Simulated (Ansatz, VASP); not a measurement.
PbF2: VASP beside Ansatz

```xyz
6
Lattice="6.0241 0.0000 0.0000 0.0000 3.0021 3.0113 0.0000 -3.0021 3.0113" Properties=species:S:1:pos:R:3 pbc="T T T"
Pb    3.0120    0.0000    5.8869
Pb    0.0000    0.0000    2.8757
F     4.6070    1.5459    4.3130
F     1.4170   -1.5459    4.3130
F     4.4290   -1.4562    4.3130
F     1.5950    1.4562    4.3130
```

The cell is a database's computed one.

Alike in both runs: task single point; functional r2SCAN; k mesh 2 × 2 × 2; no spin polarisation.

|  | VASP | Ansatz |
| --- | --- | --- |
| version | VASP 6.6.1 | Ansatz 0.2.0 |
| potentials or method | VASP PAW PBE potentials, release 64 (Pb_d, F) | plane waves, PAW |
| plane-wave cutoff (eV) | 520 | 500 |
| occupations | gaussian, width 0.01 eV | fixed |
| valence electrons in the cell | 56 | 56 |

```csv
,VASP,Ansatz,Ansatz less VASP
gap on the k mesh at the Fermi level (eV),4.91,4.91,0.000
```

Caveats: the k mesh is coarse (spacing up to 0.74 Å⁻¹), so the values aren't converged; spin-orbit coupling is left out, which as a rule narrows the gap of such compounds by several tenths of an eV. A k mesh can miss the band edges. r2SCAN opens gaps a little over a GGA but as a rule still falls short of measured ones.
